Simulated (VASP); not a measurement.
Crystal: Ni.

```
Ni
1.0
     0.00000    1.73757    1.73757
     1.73757    0.00000    1.73757
     1.73757    1.73757    0.00000
Ni
1
Direct
  0.00000 0.00000 0.00000
```

- Program: VASP 6.6.1
- Task: relaxation of cell and atoms
- Functional: RPBE
- Potentials or basis: VASP PAW PBE potentials, release 64 (Ni)
- Cutoff: 600 eV
- k mesh: 13 × 13 × 13
- Occupations: fermi-dirac, width 0.05 eV
- Spin: collinear spin, ferromagnetic start
- Starting moments: [1.0] μB

At the start: pressure 13.8 GPa; volume 10.49 Å³/atom.

Task: Where does the relaxation end?

Result: Over 3 steps the energy falls by 29.2 meV/atom and the volume is 11.22 Å³/atom (+7.0 %); space group Fm-3m (No. 225, to 0.05 Å); moment 0.63 μB per cell.

Step by step:
```tsv
step	energy change (eV)	largest force (eV/Å)	pressure (GPa)	volume (Å³)
1	0.0000	0.0000	13.85	10.49
2	-0.0067	0.0000	-9.62	11.93
3	-0.0292	0.0000	0.01	11.22
```

Final structure:
```yaml
crystal:
  lattice:
    - [0.00000, 1.77693, 1.77693]
    - [1.77693, 0.00000, 1.77693]
    - [1.77693, 1.77693, 0.00000]
  atoms:
    - { symbol: Ni, position: [0.00000, 0.00000, 0.00000] }
```

Caveat: the PAW data sets were made with another functional, which shifts forces and pressure a little.
